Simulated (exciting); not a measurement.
# InAs (F-43m) in exciting: notebook, part 2 of 3

exciting (release sodium). Earlier steps stand in the parts before.

### 3 Band structure, LDA

input.xml

```xml
<input>
  <title>InAs</title>
  <structure speciespath="./" tshift="false">
    <crystal scale="1">
      <basevect>0.000000000000 5.703193444121 5.703193444121</basevect>
      <basevect>5.703193444121 0.000000000000 5.703193444121</basevect>
      <basevect>5.703193444121 5.703193444121 0.000000000000</basevect>
    </crystal>
    <species speciesfile="In.xml" rmt="2.3">
      <atom coord="0.000000000000 0.000000000000 0.000000000000"/>
    </species>
    <species speciesfile="As.xml" rmt="2">
      <atom coord="0.750000000000 0.750000000000 0.750000000000"/>
    </species>
  </structure>
  <groundstate do="fromscratch" ngridk="8 8 8" rgkmax="9" gmaxvr="14" lmaxapw="10" lmaxmat="10" lmaxvr="8" xctype="LDA_PW" stype="Fermi Dirac" swidth="0.00183747" nempty="10" ValenceRelativity="iora*" epsengy="1e-05" epspot="1e-05" maxscl="60" outputlevel="low"/>
  <properties>
    <bandstructure>
      <plot1d>
        <path steps="80">
          <point coord="0 0 0" label="G"/>
          <point coord="0.5 0 0.5" label="X"/>
          <point coord="0.5 0.25 0.75" label="W"/>
          <point coord="0.375 0.375 0.75" label="K"/>
          <point coord="0 0 0" label="G"/>
          <point coord="0.5 0.5 0.5" label="L"/>
          <point coord="0.625 0.25 0.625" label="U"/>
          <point coord="0.5 0.25 0.75" label="W"/>
          <point coord="0.5 0.5 0.5" label="L"/>
          <point coord="0.375 0.375 0.75" label="K" breakafter="true"/>
          <point coord="0.625 0.25 0.625" label="U"/>
          <point coord="0.5 0 0.5" label="X"/>
        </path>
      </plot1d>
    </bandstructure>
    <chargedensityplot>
      <plot3d>
        <box grid="22 22 22">
          <origin coord="0 0 0"/>
          <point coord="1 0 0"/>
          <point coord="0 1 0"/>
          <point coord="0 0 1"/>
        </box>
      </plot3d>
    </chargedensityplot>
    <elfplot>
      <plot3d>
        <box grid="22 22 22">
          <origin coord="0 0 0"/>
          <point coord="1 0 0"/>
          <point coord="0 1 0"/>
          <point coord="0 0 1"/>
        </box>
      </plot3d>
    </elfplot>
    <exccplot>
      <plot3d>
        <box grid="22 22 22">
          <origin coord="0 0 0"/>
          <point coord="1 0 0"/>
          <point coord="0 1 0"/>
          <point coord="0 0 1"/>
        </box>
      </plot3d>
    </exccplot>
  </properties>
</input>
```

Potentials or basis: all-electron LAPW+lo, shipped species files, valence relativity iora*.

On the command line:

```bash
OMP_NUM_THREADS=1 exciting_smp
```

INFO.OUT:

```text
================================================================================
EXCITING SODIUM started
[... 10 lines left out ...]

 Lattice vectors (cartesian) :
      0.0000000000      5.7031934441      5.7031934441
      5.7031934441      0.0000000000      5.7031934441
      5.7031934441      5.7031934441      0.0000000000

 Reciprocal lattice vectors (cartesian) :
     -0.5508479915      0.5508479915      0.5508479915
      0.5508479915     -0.5508479915      0.5508479915
      0.5508479915      0.5508479915     -0.5508479915

 Unit cell volume                           :     371.0088788366
 Brillouin zone volume                      :       0.6685829574

 Species :    1 (In)
     parameters loaded from                 :    In.xml
     name                                   :    indium

     atomic positions (lattice) :
       1 :   0.00000000  0.00000000  0.00000000

 Species :    2 (As)
     parameters loaded from                 :    As.xml
     name                                   :    arsenic

     atomic positions (lattice) :
       1 :   0.75000000  0.75000000  0.75000000

 Total number of atoms per unit cell        :       2

 Spin treatment                             :    spin-unpolarised

 Number of Bravais lattice symmetries       :      48
 Number of crystal symmetries               :      24

 k-point grid                               :       8    8    8
 Total number of k-points                   :      43
 k-point set is reduced with crystal symmetries

 R^MT_min * |G+k|_max (rgkmax)              :       9.00000000

 G-vector grid sizes                        :      36    36    36
 Total number of G-vectors                  :   17153

 Total nuclear charge                       :     -82.00000000
 Total electronic charge                    :      82.00000000

 Number of empty states                     :      10
 Total number of valence states             :      28

 Exchange-correlation type                  :       3
     Perdew-Wang, Phys. Rev. B 45, 13244 (1992)

 Smearing scheme                            :    Fermi-Dirac
[... 7 lines left out ...]
* Groundstate module started                                                   *
********************************************************************************
 Output level for this task is set to low

++++++++++++++++++++++++++++++++++++++++++++++++++++++++++++++++++++++++++++++++
[... 5 lines left out ...]
+ SCF iteration number :    1                                                  +
++++++++++++++++++++++++++++++++++++++++++++++++++++++++++++++++++++++++++++++++
 Total energy                               :     -8133.79794482
 _______________________________________________________________
 Fermi energy                               :         0.14736430
 DOS at Fermi energy (states/Ha/cell)       :         1.72480121
 Electron charge: Core leakage              :         0.00239512

++++++++++++++++++++++++++++++++++++++++++++++++++++++++++++++++++++++++++++++++
+ SCF iteration number :    2                                                  +
++++++++++++++++++++++++++++++++++++++++++++++++++++++++++++++++++++++++++++++++
 Total energy                               :     -8135.48453549
 _______________________________________________________________
 Fermi energy                               :         0.15684480
 DOS at Fermi energy (states/Ha/cell)       :         1.65983044
 Electron charge: Core leakage              :         0.00239086
[... 161 lines left out ...]
++++++++++++++++++++++++++++++++++++++++++++++++++++++++++++++++++++++++++++++++
+ SCF iteration number :   15                                                  +
++++++++++++++++++++++++++++++++++++++++++++++++++++++++++++++++++++++++++++++++
 Total energy                               :     -8136.17962689
 _______________________________________________________________
 Fermi energy                               :         0.16758692
 DOS at Fermi energy (states/Ha/cell)       :         1.61778170
 Electron charge: Core leakage              :         0.00237046

 RMS change in effective potential (target) :  0.155672E-08  ( 0.100000E-04)
 Absolute change in total energy   (target) :  0.320920E-06  ( 0.100000E-04)
 Charge distance                   (target) :  0.277259E-09  ( 0.100000E-04)

++++++++++++++++++++++++++++++++++++++++++++++++++++++++++++++++++++++++++++++++
| Convergency criteria checked for the last 2 iterations                       +
| Convergence targets achieved. Performing final SCF iteration                 +
++++++++++++++++++++++++++++++++++++++++++++++++++++++++++++++++++++++++++++++++
 Total energy                               :     -8136.17962739
 _______________________________________________________________
 Fermi energy                               :         0.16758692
 DOS at Fermi energy (states/Ha/cell)       :         1.61778175
 Electron charge: Core leakage              :         0.00237046

++++++++++++++++++++++++++++++++++++++++++++++++++++++++++++++++++++++++++++++++
[... 9 lines left out ...]
| EXCITING SODIUM stopped                                                      =
================================================================================
```

stdout:

```text
Info(rhoplot):
 3D density plot written to RHO3D.xml

Info(potplot):
 3D Coulomb potential plot written to VCL3D.xml
 3D exchange-correlation potential plot written to VXC3D.xml

Info(elfplot): 3D ELF plot written to ELF3D.xml

Info(bandstr):
 band structure plot written to BAND.OUT

 Fermi energy is at zero in plot

 Vertex location lines written to BANDLINES.OUT
```

Run time: 7 min. Hardware: 1 thread of Arm Neoverse V1, shared host; peak memory 0.15 GiB.

Results:

- Free energy: -221396.7269 eV
- Band gap on the k mesh: none (metal or under the smearing width)

Levels at the corners of the path, in eV from the Fermi level:
```
point  band 15  band 16  band 17  band 18  band 19  band 20
    Γ    -0.46    -0.05    -0.05    -0.05     3.79     3.79
    X    -5.99    -2.40    -2.40     1.37     1.91     8.98
    W    -5.85    -3.05    -2.97     4.09     4.17     4.84
    K    -5.86    -3.37    -2.03     1.95     4.14     7.14
    Γ    -0.46    -0.05    -0.05    -0.05     3.79     3.79
    L    -5.91    -1.05    -1.05     0.75     4.58     4.58
    U    -5.86    -3.37    -2.03     1.95     4.14     7.14
    W    -5.85    -3.05    -2.97     4.09     4.17     4.84
    L    -5.91    -1.05    -1.05     0.75     4.58     4.58
    K    -5.86    -3.37    -2.03     1.95     4.14     7.14
    U    -5.86    -3.37    -2.03     1.95     4.14     7.14
    X    -5.99    -2.40    -2.40     1.37     1.91     8.98
```

Caveat: spin-orbit coupling is left out, which moves the levels of the heavy elements; this crystal is a semiconductor, whose small gap the functional closes, so the metal is an error of the method.

(Continued in part 3 of 3.)
